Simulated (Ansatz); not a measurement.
The system is ZnAu.

```xyz
2
Lattice="3.1470 0.0000 0.0000 0.0000 3.1470 0.0000 0.0000 0.0000 3.1470" Properties=species:S:1:pos:R:3 pbc="T T T"
Au    0.0000    0.0000    0.0000
Zn    1.5735    1.5735    1.5735
```

Base run:

```yaml
Program: Ansatz 0.2.0
Functional: PBE
Potentials_or_basis: all-electron LAPW, scalar-relativistic
Cutoff: 267 eV (chosen from the basis error)
Basis_error_allowed: 0.001 eV/atom
k_mesh: 8 × 8 × 8
Occupations: fermi-dirac, width 0.05 eV
Spin: no spin polarisation
```

Its results: pressure 5.1 GPa.

Task: The run is repeated on the same cell with these changes: functional from PBE to PBEsol. What comes out?

Result: Pressure -2.2 GPa.

PBEsol binds more tightly than PBE, so the same cell stands under less pressure.
